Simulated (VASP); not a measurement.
# Al (P6_3/mmc) in VASP: single point with r2SCAN

Aim: the single point of Al with r2SCAN.

All numbers are computed with VASP 6.6.1; they aren't measurements. Logs are shortened: lines on timing, memory, paths and dates and some standing lists are left out, and cuts for length are marked.

**1. Starting point**

The structure is hexagonal, space group P6_3/mmc (No. 194). The conventional cell has a = 2.851 Å, b = 2.851 Å, c = 4.637 Å, α = 90.00°, β = 90.00°, γ = 120.00°. Al (site symmetry -6m2) has 12 Al at 2.84 to 2.85 Å as nearest neighbours.

This isn't the form of Al at room conditions, which is fcc.

**2. Single point, r2SCAN**

Input file POSCAR:

```
Al
1.0
    2.8505492336      0.0000000000      0.0000000000
   -1.4252746168      2.4686480510      0.0000000000
    0.0000000000      0.0000000000      4.6371422547
Al
2
Direct
    0.3333333333      0.6666666667      0.2500000000
    0.6666666667      0.3333333333      0.7500000000
```

Input file INCAR.step1:

```
PREC = Accurate
ENCUT = 520
ISMEAR = 0
SIGMA = 0.1
LREAL = F
LASPH = T
NELM = 100
NBANDS = 10
GGA = PE
ALGO = Normal
EDIFF = 1E-4
LWAVE = T
LCHARG = F
```

Input file INCAR.step2:

```
PREC = Accurate
ENCUT = 520
EDIFF = 1E-7
ISMEAR = 0
SIGMA = 0.1
LREAL = F
LASPH = T
NELM = 100
ALGO = Normal
ISIF = 2
LWAVE = F
LCHARG = F
METAGGA = R2SCAN
LMIXTAU = T
NBANDS = 10
ISTART = 1
```

Input file KPOINTS:

```
Automatic mesh
0
Gamma
  18 18 10
```

Potentials or basis: VASP PAW PBE potentials, release 64 (Al).

Command:

```
$ cat potpaw_PBE.64/Al/POTCAR > POTCAR
$ cp INCAR.step1 INCAR
$ mpirun -np 1 vasp_std > vasp.out
$ cp INCAR.step2 INCAR
$ mpirun -np 1 vasp_std > vasp.out
```

OUTCAR:

```text
PREC = Accurate
   ENCUT = 520
   EDIFF = 1E-7
   ISMEAR = 0
   LREAL = F
   LASPH = T
   NELM = 100
   ISIF = 2
   METAGGA = R2SCAN
   ISTART = 1

 ion  position               nearest neighbor table
   1  0.333  0.667  0.250-   2 2.84   2 2.84   2 2.84   2 2.84   2 2.84   2 2.84
   2  0.667  0.333  0.750-   1 2.84   1 2.84   1 2.84   1 2.84   1 2.84   1 2.84

  LATTYP: Found a hexagonal cell.
 ALAT       =     2.8505492336
 C/A-ratio  =     1.6267539603

  Lattice vectors:

 A1 = (   2.8505492336,   0.0000000000,   0.0000000000)
 A2 = (  -1.4252746168,   2.4686480510,   0.0000000000)
 A3 = (   0.0000000000,   0.0000000000,   4.6371422547)

Analysis of symmetry for initial positions (statically):
=====================================================================
 Subroutine PRICEL returns:
 Original cell was already a primitive cell.

 Routine SETGRP: Setting up the symmetry group for a
 hexagonal supercell.

 Subroutine GETGRP returns: Found 24 space group operations
 (whereof 12 operations were pure point group operations)
 out of a pool of 24 trial point group operations.

The static configuration has the point symmetry D_3d.
 The point group associated with its full space group is D_6h.

Analysis of symmetry for dynamics (positions and initial velocities):
=====================================================================
 Subroutine PRICEL returns:
 Original cell was already a primitive cell.

 Routine SETGRP: Setting up the symmetry group for a
 hexagonal supercell.

 Subroutine GETGRP returns: Found 24 space group operations
 (whereof 12 operations were pure point group operations)
 out of a pool of 24 trial point group operations.

The dynamic configuration has the point symmetry D_3d.
 The point group associated with its full space group is D_6h.

 Subroutine INISYM returns: Found 24 space group operations
 (whereof 12 operations are pure point group operations),
 and found     1 'primitive' translations

----------------------------------------------------------------------------------------

                                     Primitive cell

  volume of cell :      32.6316

  direct lattice vectors                    reciprocal lattice vectors
     2.850549234  0.000000000  0.000000000     0.350809587  0.202540010  0.000000000
    -1.425274617  2.468648051  0.000000000     0.000000000  0.405080019  0.000000000
     0.000000000  0.000000000  4.637142255     0.000000000  0.000000000  0.215650059

  length of vectors
     2.850549234  2.850549234  4.637142255     0.405080019  0.405080019  0.215650059

  position of ions in fractional coordinates (direct lattice)
     0.333333333  0.666666667  0.250000000
     0.666666667  0.333333333  0.750000000

  ion indices of the primitive-cell ions
   primitive index   ion index
                 1           1
                 2           2

----------------------------------------------------------------------------------------

 KPOINTS: Automatic mesh

Automatic generation of k-mesh.
 Grid dimensions read from file:
 generate k-points for:   18   18   10

 Generating k-lattice:

  Cartesian coordinates                     Fractional coordinates (reciprocal lattice)
     0.019489422  0.011252223  0.000000000     0.055555556  0.000000000  0.000000000
     0.000000000  0.022504446  0.000000000     0.000000000  0.055555556  0.000000000
     0.000000000  0.000000000  0.021565006     0.000000000  0.000000000  0.100000000

  Length of vectors
     0.022504446  0.022504446  0.021565006

  Shift w.r.t. Gamma in fractional coordinates (k-lattice)
     0.000000000  0.000000000  0.000000000

 Subroutine IBZKPT returns following result:
 ===========================================

 Found    222 irreducible k-points:

 Following reciprocal coordinates:
            Coordinates               Weight
  0.000000  0.000000  0.000000      1.000000
  0.055556 -0.000000  0.000000      6.000000
  0.111111 -0.000000  0.000000      6.000000
  0.166667 -0.000000  0.000000      6.000000
  0.222222 -0.000000  0.000000      6.000000
  0.277778 -0.000000  0.000000      6.000000
[... 16 lines left out ...]
  0.333333  0.111111  0.000000     12.000000
  0.388889  0.111111  0.000000     12.000000
 [... further k-points ...]
   k-points           NKPTS =    222   k-points in BZ     NKDIM =    222   number of bands    NBANDS=     10
   number of dos      NEDOS =    301   number of ions     NIONS =      2
   total plane-waves  NPLWV =  20736
   dimension x,y,z NGX =    24 NGY =   24 NGZ =   36
   dimension x,y,z NGXF=    48 NGYF=   48 NGZF=   72
   ions per type =               2
   NGX,Y,Z   is equivalent  to a cutoff of  14.00, 14.00, 12.91 a.u.
   NGXF,Y,Z  is equivalent  to a cutoff of  27.99, 27.99, 25.81 a.u.
 SYSTEM =  unknown system
   PREC   = accura    normal or accurate (medium, high low for compatibility)
   ISTART =      1    job   : 0-new  1-cont  2-samecut
   ICHARG =      0    charge: 1-file 2-atom 10-const
   ISPIN  =      1    spin polarized calculation?
   LNONCOLLINEAR =      F non collinear calculations
   LSORBIT =      F    spin-orbit coupling
   LASPH  =      T    aspherical Exc in radial PAW
   ENCUT  =  520.0 eV  38.22 Ry    6.18 a.u.   5.30  5.30  8.62*2*pi/ulx,y,z
   NELM   =    100;   NELMIN=  2; NELMDL=  0     # of ELM steps
   EDIFF  = 0.1E-06   stopping-criterion for ELM
   LREAL  =      F    real-space projection
   EDIFFG = 0.1E-05   stopping-criterion for IOM
   NSW    =      0    number of steps for IOM
   IBRION =     -1    ionic relax: 0-MD 1-quasi-New 2-CG
   NFREE  =      0    steps in history (QN), initial steepest desc. (CG)
   ISIF   =      2    stress and relaxation
   ISYM   =      2    0-nonsym 1-usesym 2-fastsym
   POTIM  = 0.5000    time-step for ionic-motion
   TEBEG  =    0.0;   TEEND  =   0.0 temperature during run
   PSTRESS=    0.0 pullay stress
   NELECT =       6.0000    total number of electrons
   NUPDOWN=      -1.0000    fix difference up-down
   EMIN   =  10.00;   EMAX   =-10.00  energy-range for DOS
   EFERMI =   0.00;   METHOD = LEGACY
   ISMEAR =     0;   SIGMA  =   0.10  broadening in eV -4-tet -1-fermi 0-gaus
   EFERMI_NEDOS =   21; number of points for ismear=-14 and -15
   IALGO  =     38    algorithm
   IMIX   =      4    mixing-type and parameters
     AMIX     =   0.40;   BMIX     =  1.00
     AMIX_MAG =   1.60;   BMIX_MAG =  1.00
  volume/ion in A,a.u.               =      16.32       110.10
  Fermi-wavevector in a.u.,A,eV,Ry     =   0.930920  1.759184 11.790982  0.866613
  Thomas-Fermi vector in A             =   2.057359
   LORBIT       =      0    0 simple, 1 ext, 2 COOP (PROOUT), +10 PAW based schemes
   METAGGA = R2SCAN    functional components
   LHFCALC =     F    Hartree Fock is set to
   AEXX    =    0.0000 exact exchange contribution
   IVDW    =     0    specifies the selected vdW correction
   LEPSILON=     F    determine dielectric tensor
   LRPA    =     F    only Hartree local field effects (RPA)
 non-spin polarized calculation
 Gauss-broadening in eV      SIGMA  =   0.10
  energy-cutoff  :      520.00
  volume of cell :       32.63
 maximum number of plane-waves:       892
 NGX is ok and might be reduce to    24
   NGX = 11   NGY = 11   NGZ = 17

 number of electron       6.0000000 magnetization

 Free energy of the ion-electron system (eV)
  ---------------------------------------------------
  ext. energy  EPLUGINS =         0.00000000
  ---------------------------------------------------
  free energy    TOTEN  =       -13.39270975 eV

  energy without entropy =      -13.38784199  energy(sigma->0) =      -13.39027587

 E-fermi :   8.1495     XC(G=0): -10.9566

 val. band max:        8.1429710073   @ k =   0.0000   0.0000   0.3000
 cond. band min:       8.1829296589   @ k =   0.2222   0.2222   0.0000
 fundamental gap:      0.0399586516
 Fermi energy:         8.1494778068

 k-point     1 :       0.0000    0.0000    0.0000
  band No.  band energies     occupation
      1      -3.7927      2.00000
      2       3.1103      2.00000
      3       3.6305      2.00000
      4      19.4958      0.00000
      5      19.4958      0.00000
      6      19.7953      0.00000
      7      19.7953      0.00000
      8      21.0238      0.00000
      9      23.1802      0.00000
     10      23.8504      0.00000

 k-point     2 :       0.0556   -0.0000    0.0000
  band No.  band energies     occupation
      1      -3.7130      2.00000
      2       3.1846      2.00000
      3       3.7072      2.00000
      4      17.7860      0.00000
      5      18.4809      0.00000
      6      19.6935      0.00000
      7      20.9395      0.00000
      8      21.7545      0.00000
      9      23.5806      0.00000
     10      23.8096      0.00000

 k-point     3 :       0.1111   -0.0000    0.0000
  band No.  band energies     occupation
      1      -3.4742      2.00000
      2       3.4075      2.00000
      3       3.9364      2.00000
      4      15.5832      0.00000
      5      17.4653      0.00000
      6      18.8487      0.00000
      7      21.7210      0.00000
      8      21.8227      0.00000
      9      22.2997      0.00000
     10      23.0943      0.00000

 k-point     4 :       0.1667   -0.0000    0.0000
  band No.  band energies     occupation
      1      -3.0770      2.00000
      2       3.7791      2.00000
      3       4.3143      2.00000
      4      13.4011      0.00000
      5      16.5835      0.00000
      6      17.8468      0.00000
      7      19.7313      0.00000
      8      20.3117      0.00000
      9      22.6205      0.00000
     10      22.9126      0.00000

 k-point     5 :       0.2222   -0.0000    0.0000
  band No.  band energies     occupation
      1      -2.5228      2.00000
      2       4.2992      2.00000
      3       4.8321      2.00000
      4      11.3197      0.00000
      5      15.8377      0.00000
      6      16.7308      0.00000
      7      17.6704      0.00000
      8      18.8861      0.00000
      9      22.0283      0.00000
     10      22.1229      0.00000

 k-point     6 :       0.2778   -0.0000    0.0000
  band No.  band energies     occupation
      1      -1.8135      2.00000
      2       4.9677      2.00000
      3       5.4630      2.00000
      4       9.3865      0.00000
      5      15.2281      0.00000
      6      15.4395      0.00000
      7      15.7084      0.00000
      8      17.7755      0.00000
      9      21.4587      0.00000
     10      21.5096      0.00000
[... 183 lines left out ...]
 k-point    21 :       0.2222    0.1111    0.0000
  band No.  band energies     occupation
      1      -1.5779      2.00000
      2       5.1904      2.00000
      3       5.6748      2.00000
      4       9.5927      0.00000
      5      12.1300      0.00000
      6      15.8642      0.00000
      7      16.5217      0.00000
      8      18.8099      0.00000
      9      19.1158      0.00000
     10      20.2727      0.00000

 k-point    22 :       0.2778    0.1111    0.0000
  band No.  band energies     occupation
      1      -0.7174      2.00000
      2       6.0059      2.00000
      3       6.2402      2.00000
      4       7.9836      1.98102
      5      11.5732      0.00000
      6      14.0646      0.00000
      7      14.9225      0.00000
      8      18.2414      0.00000
      9      18.6766      0.00000
     10      19.8207      0.00000

 k-point    23 :       0.3333    0.1111    0.0000
  band No.  band energies     occupation
      1       0.2922      2.00000
      2       5.5955      2.00000
      3       6.9654      2.00000
      4       7.8362      1.99999
      5      11.0945      0.00000
      6      12.3853      0.00000
      7      13.4999      0.00000
      8      17.8453      0.00000
      9      18.3589      0.00000
     10      19.4861      0.00000

 k-point    24 :       0.3889    0.1111    0.0000
  band No.  band energies     occupation
      1       1.4466      2.00000
      2       4.1507      2.00000
      3       8.0533      1.82616
      4       8.7163      0.00000
      5      10.5493      0.00000
      6      10.8608      0.00000
      7      12.4413      0.00000
      8      17.6101      0.00000
      9      18.1666      0.00000
     10      19.2819      0.00000

 [... further k-points ...]

------------------------ aborting loop because EDIFF is reached ----------------------------------------

  FORCE on cell =-STRESS in cart. coord.  units (eV):
  Direction    XX          YY          ZZ          XY          YZ          ZX
  --------------------------------------------------------------------------------------
  -------------------------------------------------------------------------------------
  Total       -0.3764749     -0.3764749     -0.4262517      0.0000000     -0.0000000      0.0000000
  in kB      -18.4845317    -18.4845317    -20.9285202      0.0000000     -0.0000000      0.0000000
  external PRESSURE =     -19.2991945 kB  Pullay stress =       0.0000000 kB

 VOLUME and BASIS-vectors are now :
 -----------------------------------------------------------------------------
  energy-cutoff  :      520.00
  volume of cell :       32.63
      direct lattice vectors                 reciprocal lattice vectors
     2.850549234  0.000000000  0.000000000     0.350809587  0.202540010  0.000000000
    -1.425274617  2.468648051  0.000000000     0.000000000  0.405080019  0.000000000
     0.000000000  0.000000000  4.637142255     0.000000000  0.000000000  0.215650059

 POSITION                                       TOTAL-FORCE (eV/Angst)
 -----------------------------------------------------------------------------------
     -0.00000      1.64577      1.15929        -0.000000      0.000000      0.000000
      1.42527      0.82288      3.47786         0.000000     -0.000000      0.000000
 -----------------------------------------------------------------------------------
    total drift:                                0.000000     -0.000000      0.000000

  FREE ENERGIE OF THE ION-ELECTRON SYSTEM (eV)
  ---------------------------------------------------
  free  energy   TOTEN  =       -13.3927097510 eV

  energy  without entropy=      -13.3878419931  energy(sigma->0) =      -13.39027587
```

Run time: 2.2 min. Hardware: 1 thread of Intel Xeon Platinum 8488C (Sapphire Rapids), shared host; peak memory 0.19 GiB.

Results:

| Property | Result |
| --- | --- |
| Free energy | -13.3927 eV |
| Pressure | -1.9 GPa |
| Band gap on the k mesh | none (metal or under the smearing width) |

Levels at points of the mesh, in eV from the Fermi level:
```
           k point  band 1  band 2  band 3  band 4  band 5  band 6
(0.00, 0.00, 0.00)  -11.94   -5.04   -4.52   11.35   11.35   11.65
(0.50, 0.00, 0.00)   -5.67   -5.61    0.60    1.33    1.43    2.02
(0.00, 0.00, 0.50)  -10.12  -10.12    3.75    3.75   12.54   12.54
(0.50, 0.00, 0.50)   -4.30   -4.30   -3.39   -3.39    7.56    7.56
```

Caveat: the PAW data sets were made with another functional, which shifts forces and pressure a little.
